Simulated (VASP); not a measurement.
Here is a VASP 6.6.1 calculation.

Contents of INCAR:

```
SYSTEM = BN
ALGO     = Fast           ! electronic algorithm
EDIFF    = 1E-7           ! SCF threshold, eV
EDIFFG   = -0.01          ! ionic threshold
ENCUT    = 580            ! plane-wave cutoff, eV
GGA      = PE             ! functional
IBRION   = 2              ! ionic algorithm
ISIF     = 3              ! what is computed and relaxed
ISMEAR   = -1             ! smearing method
LASPH    = .True.         ! aspherical terms in the spheres
LCHARG   = .False.        ! write CHGCAR
LREAL    = .False.        ! projectors in reciprocal space
LWAVE    = .False.        ! write WAVECAR
NELM     = 100            ! most SCF steps
NSW      = 60             ! ionic steps
PREC     = Accurate       ! precision mode
SIGMA    = 0.05           ! smearing width, eV
```

KPOINTS

```
k-points
0
Gamma
  12 12 12
  0 0 0
```

Contents of POSCAR:

```
BN
1.0
    1.2511217832      0.7223354983      3.3729344033
   -1.2511217832      0.7223354983      3.3729344033
    0.0000000000     -1.4446709966      3.3729344033
N B
1 1
Direct
    0.6672382000      0.6672382000      0.6672382000
    0.0003288000      0.0003288000      0.0003288000
```

Potentials or basis: VASP PAW PBE potentials, release 54 (N, B).

Command:

```console
$ cat potpaw_PBE.54/N/POTCAR potpaw_PBE.54/B/POTCAR > POTCAR
$ mpirun -np 1 vasp_std > vasp.out
```

(1) Estimate the band gap on the k mesh.

(2) What does it give for the space group after relaxing (to 0.05 Å)?

## Answers

(1) 4.46 eV, indirect (least direct gap 4.66 eV).

(2) R3m (No. 160).
